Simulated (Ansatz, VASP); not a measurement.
# Li: VASP beside Ansatz

```
CELL_PARAMETERS angstrom
0.00000 2.08848 2.08848
2.08848 0.00000 2.08848
2.08848 2.08848 0.00000
ATOMIC_POSITIONS crystal
Li 0.00000 0.00000 0.00000
```

This isn't the form of Li at room conditions, which is bcc.

Alike in both runs: task relaxation of cell and atoms; functional PBE; dispersion D3(BJ); k mesh 18 × 18 × 18; occupations gaussian, width 0.1 eV; no spin polarisation.

```csv
,VASP,Ansatz
version,VASP 6.6.1,Ansatz 0.2.0
potentials or method,"VASP PAW PBE potentials, release 64 (Li_sv)","scalar-relativistic, plane waves, PAW"
plane-wave cutoff (eV),600,420
valence electrons in the cell,3,3
```

VASP gave:

```
gap on the k mesh at the Fermi level, each at its own relaxed structure (eV) : none
relaxed volume (Å³/atom)                                                     : 18.10
relaxed cell length with the largest relative difference (Å)                 : 2.947
```

Q: What did Ansatz give for the same quantities?

A: gap on the k mesh at the Fermi level, each at its own relaxed structure (eV): none; relaxed volume (Å³/atom): 18.22; relaxed cell length with the largest relative difference (Å): 2.954.

A gap of «none» marks a metal or a gap that the smearing closes.

Caveats: the cutoff is under 1.25 times the usual one of these potentials, so pressure, stress and relaxed cells hold a basis-set (Pulay) error (VASP); pairwise dispersion overbinds metals, which lowers pressure and volume.
